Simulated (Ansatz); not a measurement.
# KF (Fm-3m): exact exchange against the cheap answer (a further series)

How far do hybrid functionals move KF (Fm-3m) from its cheap description, and at what price?

Computed with Ansatz 0.2.0 (DFT at several levels, plane waves, PAW, unless a step's input says otherwise).

1 further run of the same task is left out (set aside as unsound or not needed). Runs told in other sessions of the task aren't counted.

## Step 1: The structure to begin with

The structure is cubic, space group Fm-3m (No. 225). Conventional cell: a = 5.347 Å, b = 5.347 Å, c = 5.347 Å, α = 90.00°, β = 90.00°, γ = 90.00°. Around K (site symmetry m-3m) lie 6 F at 2.67 Å. F (site symmetry m-3m) is surrounded by 6 K at 2.67 Å.

As a file:

```cif
data_structure
_symmetry_space_group_name_H-M 'Fm-3m'
_symmetry_Int_Tables_number 225
_cell_length_a 5.3470
_cell_length_b 5.3470
_cell_length_c 5.3470
_cell_angle_alpha 90.000
_cell_angle_beta 90.000
_cell_angle_gamma 90.000
_cell_volume 152.87
loop_
_atom_site_label
_atom_site_type_symbol
_atom_site_symmetry_multiplicity
_atom_site_Wyckoff_symbol
_atom_site_fract_x
_atom_site_fract_y
_atom_site_fract_z
_atom_site_occupancy
K1 K 4 a 0.00000 0.00000 0.00000 1
F1 F 4 b 0.50000 0.00000 0.00000 1
```

An earlier run on this cell at PBE gave 1.32 GPa at 19.109 Å³/atom (8×8×8 mesh), gap on the mesh 6.17 eV.

All runs below keep this geometry.

Levels to run, all on a 4×4×4 mesh: Hartree–Fock; PBE0; HSE06 form (fraction 0.45, screening 0.3 Å⁻¹); HSE06. Hardware: 4 threads of Arm Neoverse V1, shared host.

An earlier series ran PBE on this mesh: volume 19.109 Å³/atom, pressure 1.32 GPa, gap on the mesh 6.17 eV.

## Step 2: Hartree–Fock

The input, input.yaml:

```yaml
crystal:
  lattice:
    - [0.0, 2.6734993184, 2.6734993184]
    - [2.6734993184, 0.0, 2.6734993184]
    - [2.6734993184, 2.6734993184, 0.0]
  atoms:
    - { symbol: K, position: [0.0, 0.0, 0.0] }
    - { symbol: F, position: [0.5, 0.5, 0.5] }
basis:
  ecutwfc: 420
  ecutrho_ratio: 4
kpoints:
  mp_grid: { grid: [4, 4, 4] }
hamiltonian:
  xc: hf
scf:
  occupations: { method: gaussian, width: 0.05 }
  n_extra_bands: 9
output:
  forces: true
  stress: true
  eigenvalues: true
  populations: true
  dos: { projected: true, de: 0.02 }
```

On the command line:

```
$ ansatz run input.yaml --threads 4 --pin off --max-ram 8192MiB --backend cpu --events-out ev --progress --plain --runs-dir out
```

Log:

```text
Warning: output.stress: scf.convergence.dr2_threshold = 1e-7 eV (the SCF's general default) is looser than the 2e-10 eV advised for a printed stress (1e-10 eV for each atom of the cell: 2). What an SCF threshold leaves in a stress goes as its square root, and in the free energy as the threshold itself, and one threshold admits the most on a small cell: of the crystals measured, under no hybrid functional and no lock of the moments, on runs that ended without the residual-converged pass, on stresses that held no estimate of that error, the worst erred by over 100 MPa in a component at 1e-7 eV an atom and by under 5 at 1e-10. Set scf.convergence.dr2_threshold to 2e-10 eV or tighter. The threshold is an SCF's pass mark: one that does not reach it within its budget of iterations ends unconverged, or closes short of it on a stop that the run arms, and scf.convergence.dr2_threshold's page says what that costs each kind of run
Warning: output.stress: scf.exx.energy_threshold = 1e-6 eV is looser than the 2e-8 eV advised for a stress under a hybrid functional (1e-8 eV for each atom of the cell: 2). Every SCF of the exchange loop can meet its threshold on dr2 while the loop round them stops early: no threshold on dr2 bounds what that leaves in the stress. Set scf.exx.energy_threshold to 2e-8 eV or tighter. The threshold is the loop's pass mark: a loop that does not reach it within its budget of cycles ends unconverged, and scf.exx.energy_threshold's page has the law
Warning: RAYON_NUM_THREADS=4 ignored (pool sized by the plan → 4); use --threads N
scf.n_extra_bands = 9 over 8 filled bands (N_el = 16.0): the run solves 17 bands
Engine: ansatz 0.2.0, aarch64-unknown-linux-gnu
Pseudopotentials: kind: paw
Pseudopotential: K, paw, valence charge 9, recommended cutoff 420 eV (normal), K.paw.azcp
Pseudopotential: F, paw, valence charge 7, recommended cutoff 420 eV (normal), F.paw.azcp
Functional definition: HF
  exchange = exact_x
  correlation = 0
Crystal: 2 atoms, lattice volume = 38.218 Å³
Basis set: ecut = 420 eV, 725 PW (Γ)
Bands: 17, of which v1, the nominal top of the filled ones, is band 8 counted from 1 (7 counted from 0)
Symmetry: 48 space group operations
Space group: Fm-3m (ITA 225), of the structure as read, at distance tolerance 3.4e-5 Å
k-points: 8 of 64
Non-local potential: K, projectors of the file, l = 0: 3, l = 1: 2, l = 2: 2
Non-local potential: F, projectors of the file, l = 0: 2, l = 1: 2, l = 2: 1
PAW form: soft (Blöchl's): semilocal exchange-correlation on the pseudo side does not see the compensation charge
PAW frozen core: K, regenerated for the run's functional, and the local potential with it (the file was generated under x = pbe(κ = 0.804, μ = 0.2195149727645171), c = pbe(β = 0.06672455060314922))
PAW frozen core: F, regenerated for the run's functional, and the local potential with it (the file was generated under x = pbe(κ = 0.804, μ = 0.2195149727645171), c = pbe(β = 0.06672455060314922))
PAW one-centre angular grid: K, 110 points (default); XC on 64 Gauss nodes
PAW one-centre angular grid: F, 110 points (default); XC on 64 Gauss nodes
Initial density: superposition of atomic densities (neutral atoms: chi_scale 0, normalization atom), corrected by the library's trained network
Initial wavefunctions: pseudopotential atomic-orbital guess
Functional: x = pbe(κ = 0.804, μ = 0.2195149727645171), c = none, warm-up for x = 0 pbe(κ = 0.804, μ = 0.2195149727645171) + 1 exact, c = none
SCF iter   1: F=—  HF=-2319.760357 eV  |F-HF|=—  |Δ(HF+E_count)|=         —  Δρ=6.26e-3  dr2=1.28e-2  ethr=1.77e-3  ⟨swp⟩=9.2  Hψ=690  notcnv=0
preconditioner: auto → none  [insulator: Δε(μ)=6.027 eV  Ē_g=20.602 eV  σ=0.050 eV  W_gap=1.00  n_scr=14 (ndim 8)  ℏωp=22.5 eV  f_vac=0.124  D(μ)=0.00/eV (n_scr^D=0)]
SCF iter   2: F=-2319.754083 eV  HF=-2319.756666 eV  |F-HF|=2.58e-3  |Δ(HF+E_count)|=   3.69e-3  Δρ=3.85e-3  dr2=2.79e-3  ethr=7.97e-5  ⟨swp⟩=3.2  Hψ=365  notcnv=0  defer=1
SCF 1 stopped early in 2 iterations: F = -2319.754083 eV  dr2 = 2.79e-3
Initial density: handed on by an earlier stage of this run
Initial wavefunctions: those handed on with the density
Functional: x = 0 pbe(κ = 0.804, μ = 0.2195149727645171) + 1 exact, c = none
Frozen-core exchange: fock
SCF iter   1: F=—  HF=-2324.206136 eV  |F-HF|=—  |Δ(HF+E_count)|=         —  Δρ=1.95e-2  dr2=1.68e-1  ethr=1.75e-4  ⟨swp⟩=5.0  Hψ=561  notcnv=0
preconditioner: auto → none  [insulator: Δε(μ)=18.027 eV  Ē_g=32.142 eV  σ=0.050 eV  W_gap=1.00  n_scr=14 (ndim 8)  ℏωp=20.8 eV  f_vac=0.119  D(μ)=0.00/eV (n_scr^D=0)]
SCF iter   2: F=—  HF=-2324.126869 eV  |F-HF|=—  |Δ(HF+E_count)|=   7.93e-2  Δρ=9.76e-3  dr2=5.39e-2  ethr=1.75e-4  ⟨swp⟩=3.9  Hψ=384  notcnv=0
SCF iter   3: F=—  HF=-2324.256938 eV  |F-HF|=—  |Δ(HF+E_count)|=   1.30e-1  Δρ=6.36e-3  dr2=1.90e-2  ethr=6.04e-5  ⟨swp⟩=3.8  Hψ=409  notcnv=0
SCF iter   4: F=—  HF=-2324.260101 eV  |F-HF|=—  |Δ(HF+E_count)|=   3.16e-3  Δρ=3.47e-3  dr2=6.13e-3  ethr=6.04e-5  ⟨swp⟩=3.2  Hψ=288  notcnv=0
iter 5 solved again at ethr=2.70e-7 eV; its pass at ethr=3.51e-5 eV (dr2=4.33e-5 eV) is discarded
SCF iter   5: F=—  HF=-2324.256394 eV  |F-HF|=—  |Δ(HF+E_count)|=   3.71e-3  Δρ=5.44e-4  dr2=3.49e-4  ethr=2.70e-7  ⟨swp⟩=3.4  Hψ=502  notcnv=0
SCF iter   6: F=—  HF=-2324.257111 eV  |F-HF|=—  |Δ(HF+E_count)|=   7.17e-4  Δρ=8.70e-4  dr2=1.93e-4  ethr=2.70e-7  ⟨swp⟩=4.0  Hψ=280  notcnv=0
SCF iter   7: F=-2324.257034 eV  HF=-2324.257062 eV  |F-HF|=2.82e-5  |Δ(HF+E_count)|=   4.90e-5  Δρ=4.27e-4  dr2=3.15e-5  ethr=2.70e-7  ⟨swp⟩=3.0  Hψ=232  notcnv=0
SCF 2 stopped early in 7 iterations: F = -2324.257034 eV  dr2 = 3.15e-5
hybrid outer 1: dexx = +1.991e-1 eV, tail = 1.29e-3 eV
Frozen-core exchange: fock
[... 1 line left out ...]
preconditioner: auto → none  [insulator: Δε(μ)=17.506 eV  Ē_g=34.669 eV  σ=0.050 eV  W_gap=1.00  n_scr=14 (ndim 8)  ℏωp=22.5 eV  f_vac=0.185  D(μ)=0.00/eV (n_scr^D=0)]
SCF iter   2: F=—  HF=-2324.265202 eV  |F-HF|=—  |Δ(HF+E_count)|=   9.11e-6  Δρ=3.69e-4  dr2=1.75e-5  ethr=4.90e-7  ⟨swp⟩=3.1  Hψ=223  notcnv=0
SCF iter   3: F=—  HF=-2324.265197 eV  |F-HF|=—  |Δ(HF+E_count)|=   5.41e-6  Δρ=1.85e-4  dr2=9.40e-6  ethr=1.09e-7  ⟨swp⟩=3.2  Hψ=237  notcnv=0
SCF iter   4: F=—  HF=-2324.265193 eV  |F-HF|=—  |Δ(HF+E_count)|=   3.29e-6  Δρ=2.30e-5  dr2=1.79e-7  ethr=4.14e-8  ⟨swp⟩=2.5  Hψ=215  notcnv=0
SCF iter   5: F=—  HF=-2324.265194 eV  |F-HF|=—  |Δ(HF+E_count)|=   1.16e-7  Δρ=1.56e-5  dr2=3.57e-8  ethr=4.86e-10  ⟨swp⟩=4.0  Hψ=398  notcnv=0
SCF iter   6: F=-2324.265194 eV  HF=-2324.265194 eV  |F-HF|=5.54e-9  |Δ(HF+E_count)|=   1.45e-8  Δρ=6.21e-6  dr2=5.72e-9  ethr=2.01e-10  ⟨swp⟩=3.2  Hψ=244  notcnv=0  defer=1
SCF 3 converged in 6 iterations: F = -2324.265194 eV  dr2 = 5.72e-9
  Residual-converged pass: ⟨swp⟩=2.5  Hψ=205  notcnv=0  max |occ|·‖R‖ = 2.4e-6 eV (tolerance 2.4e-6 eV)  dr2=5.74e-9  dr2_onsite=5.43e-10  max |Δocc| = 0.0e0
hybrid outer 2: dexx = +8.035e-5 eV, tail = 1.02e-5 eV, Δε = 2.32e-2 eV (about 2.73e-3 eV left of the loop's levels)
Frozen-core exchange: fock
SCF iter   1: F=—  HF=-2324.265243 eV  |F-HF|=—  |Δ(HF+E_count)|=         —  Δρ=7.22e-5  dr2=4.83e-7  ethr=3.20e-7  ⟨swp⟩=3.2  Hψ=295  notcnv=0
preconditioner: auto → none  [insulator: Δε(μ)=17.491 eV  Ē_g=34.660 eV  σ=0.050 eV  W_gap=1.00  n_scr=14 (ndim 8)  ℏωp=22.5 eV  f_vac=0.185  D(μ)=0.00/eV (n_scr^D=0)]
SCF iter   2: F=—  HF=-2324.265243 eV  |F-HF|=—  |Δ(HF+E_count)|=   4.84e-8  Δρ=3.77e-5  dr2=1.21e-7  ethr=2.65e-9  ⟨swp⟩=3.1  Hψ=217  notcnv=0
SCF iter   3: F=-2324.265243 eV  HF=-2324.265243 eV  |F-HF|=3.75e-9  |Δ(HF+E_count)|=   6.51e-8  Δρ=4.11e-6  dr2=6.02e-9  ethr=7.26e-10  ⟨swp⟩=3.2  Hψ=233  notcnv=0
SCF 4 converged in 3 iterations: F = -2324.265243 eV  dr2 = 6.02e-9
  Residual-converged pass: ⟨swp⟩=3.0  Hψ=236  notcnv=0  max |occ|·‖R‖ = 2.0e-6 eV (tolerance 2.4e-6 eV)  dr2=6.37e-9  dr2_onsite=5.19e-10  max |Δocc| = 0.0e0
hybrid outer 3: dexx = +9.401e-7 eV, tail = 1.37e-7 eV, Δε = 3.62e-3 eV (about 5.31e-4 eV left of the loop's levels), ΔF = 6.84e-30 eV/Å (tail 1.07e-29)
Frozen-core exchange: fock
SCF iter   1: F=—  HF=-2324.265244 eV  |F-HF|=—  |Δ(HF+E_count)|=         —  Δρ=6.73e-6  dr2=6.95e-9  ethr=4.29e-9  ⟨swp⟩=3.9  Hψ=322  notcnv=0
SCF iter   2: F=-2324.265244 eV  HF=-2324.265244 eV  |F-HF|=1.53e-9  |Δ(HF+E_count)|=  8.83e-10  Δρ=3.46e-6  dr2=1.55e-9  ethr=3.72e-11  ⟨swp⟩=3.4  Hψ=247  notcnv=0
SCF 5 converged in 2 iterations: F = -2324.265244 eV  dr2 = 1.55e-9
  Residual-converged pass: ⟨swp⟩=2.2  Hψ=201  notcnv=0  max |occ|·‖R‖ = 2.1e-6 eV (tolerance 2.4e-6 eV)  dr2=1.54e-9  dr2_onsite=1.39e-10  max |Δocc| = 0.0e0
hybrid outer 4: dexx = +1.030e-8 eV, tail = 5.26e-9 eV, Δε = 3.30e-4 eV (about 8.48e-5 eV left of the loop's levels), ΔF = 7.36e-30 eV/Å (tail 1.27e-29)
hybrid SCF converged: 4 outer / 18 inner (+2 warm-up), last move |dexx| = 1.03e-8 eV, tail = 5.26e-9 eV
Stability not checked: this state was not tested for a lower state beside it, because the functional holds exact exchange (a hybrid, or Hartree-Fock), whose exchange loop this test does not read (fock_operator; see scf.lower_state_search)
Free energy (F): -2324.265244 eV
Frozen-core exchange: fock
Harris-Foulkes:  -2324.265244 eV  (|F-HF|=1.53e-9)
Internal energy: -2324.265244 eV  (E = F + TS)
E sigma→0 (E₀):  -2324.265244 eV
Fermi energy:    3.027034 eV
--- Per-component energies (eV) ---
  E_band       = -262.805483
  E_kinetic    = 468.224891
  E_local      = -1115.583607  (includes V_loc(G=0)·N_el)
  E_nonlocal   = 80.266798
  E_hartree    = 406.266526
  E_xc         = 0.000000
  E_vxc        = 0.000000  (∫ρ·V_xc dr)
  E_exx        = -231.428790  (= α·E_x^exact, valence–valence)
  E_paw        = -943.998182  (= ΣΔE_a)
  E_vpaw       = -45.390135  (= ΣTr[D̂ρ^β])
  E_aug_tail   = 0.002036  (compensation charges beyond the density's cutoff)
  E_ewald      = -987.452390
  E_core_change = -0.562524  (= ΣΔE_core)
  E_smearing   = -0.000000  (= −TS)
  E_closure    = -0.000002  (closes the sum)
  Σ components = -2324.265244   (vs F -2324.265244, Δ=0.00e0)
--- Forces (eV/Å), atoms counted from 1 ---
  atom   1  K      0.00000000    -0.00000000     0.00000000
  atom   2  F      0.00000000    -0.00000000    -0.00000000
  max |Σ_I F_I| component: 1.68e-29 eV/Å
--- Stress (GPa, compression-positive) ---
        1.765185       0.000000      -0.000000
        0.000000       1.765185       0.000000
       -0.000000       0.000000       1.765185
  P = ⅓ Tr σ = 1.7652 GPa (17.652 kbar)
--- Band table (eV; the first three rows and the last of 8) ---
  k-point 0: bands = ["-37.2364", "-30.4061", "-15.0733", "-15.0733", "-15.0733", "-5.7184", "-5.7184", "-5.7184", "11.7723", "17.5807", "17.5807", "17.5807", "20.1030", "20.1030", "22.0512", "32.3306", "32.3306"]
  k-point 1: bands = ["-37.1729", "-30.4594", "-15.2143", "-15.0810", "-15.0810", "-6.1204", "-5.9067", "-5.9067", "13.3845", "16.4166", "18.5476", "18.5476", "20.8396", "20.8396", "25.3480", "28.0906", "29.2237"]
  k-point 2: bands = ["-37.1078", "-30.5139", "-15.3563", "-15.0881", "-15.0881", "-6.4813", "-6.0908", "-6.0908", "15.1063", "16.4083", "19.5942", "19.5942", "22.9980", "22.9980", "24.2320", "24.8061", "24.8061"]
  k-point 7: bands = ["-37.0804", "-30.4751", "-15.5565", "-15.5565", "-15.1479", "-6.1527", "-5.8044", "-5.8044", "15.8442", "15.8442", "18.4654", "20.7340", "22.7426", "22.7795", "23.6114", "23.6114", "26.2563"]
--- Löwdin populations: 2 sites ---
  site symbol       q [e]
     0      K      8.1028
     1      F      7.8472
  spilling = 0.003127 (of n_electrons = 16.000000)
```

Run time: 4 s. Hardware: 4 threads of Arm Neoverse V1, shared host; peak memory 0.47 GiB.

In short: volume 19.109 Å³/atom, pressure 1.77 GPa, mesh gap 17.49 eV.

Counts of states by energy window, in eV from the valence-band top:

| from | to | total | F 2p |
| --- | --- | --- | --- |
| -1 | 0 | 6.00 | 5.82 |
| 0 | 1 | 0.00 | 0.00 |
| 1 | 2 | 0.00 | 0.00 |
| 2 | 3 | 0.00 | 0.00 |
| 3 | 4 | 0.00 | 0.00 |
| 4 | 5 | 0.00 | 0.00 |
| 5 | 6 | 0.00 | 0.00 |
| 6 | 7 | 0.00 | 0.00 |
| 7 | 8 | 0.00 | 0.00 |
| 8 | 9 | 0.00 | 0.00 |
| 9 | 10 | 0.00 | 0.00 |
| 10 | 11 | 0.00 | 0.00 |
| 11 | 12 | 0.00 | 0.00 |
| 12 | 13 | 0.00 | 0.00 |
| 13 | 14 | 0.00 | 0.00 |
| 14 | 15 | 0.00 | 0.00 |
| 15 | 16 | 0.00 | 0.00 |

(Part 1 of 3 ends here.)
